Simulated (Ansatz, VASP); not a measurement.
# One calculation of Sb, two programs

Contents of INCAR:

```
SYSTEM = Sb
PREC = Accurate
ENCUT = 520
EDIFF = 1E-6
ISMEAR = -1
SIGMA = 0.05
LREAL = .FALSE.
LASPH = .TRUE.
NELM = 80
ALGO = Fast
ISIF = 2
LWAVE = .FALSE.
LCHARG = .FALSE.
GGA = PE
NBANDS = 8
```

KPOINTS

```
regular mesh
0
G
  12 12 12
  0 0 0
```

Contents of POSCAR:

```
Sb
1.0
    0.0000000000      2.3427936025      2.3427936025
    2.3427936025      0.0000000000      2.3427936025
    2.3427936025      2.3427936025      0.0000000000
Sb
1
Direct
    0.0000000000      0.0000000000      0.0000000000
```

Input for Ansatz:

```yaml
crystal:
  lattice:
    - [0.0, 2.3427936025, 2.3427936025]
    - [2.3427936025, 0.0, 2.3427936025]
    - [2.3427936025, 2.3427936025, 0.0]
  atoms:
    - { symbol: Sb, position: [0.0, 0.0, 0.0] }
kpoints:
  mp_grid: { grid: [12, 12, 12] }
scf:
  occupations: { method: fermi_dirac, width: 0.05 }
hamiltonian:
  xc: pbe
  pseudopotentials: { kind: all_electron, lapw: { basis_error: 0.001 } }
output:
  forces: true
  stress: true
  eigenvalues: true
```

Change from the starting cell: volume scaled by 1.05.

Alike in both runs: task single point; functional PBE; k mesh 12 × 12 × 12; occupations fermi-dirac, width 0.05 eV; no spin polarisation.

|  | VASP | Ansatz |
| --- | --- | --- |
| version | VASP 6.6.1 | Ansatz 0.2.0 |
| potentials or method | VASP PAW PBE potentials, release 64 (Sb) | all-electron LAPW, scalar-relativistic |
| plane-wave cutoff (eV) | 520 | see its input |

VASP gave:

- pressure (GPa): 4.5

Q: Which values does Ansatz return?

A: Pressure (GPa): 4.7.

Ansatz ran all-electron here, so the differences hold the error of VASP's frozen core and of both bases.

Spin-orbit coupling is left out, which matters for the levels of Sb.
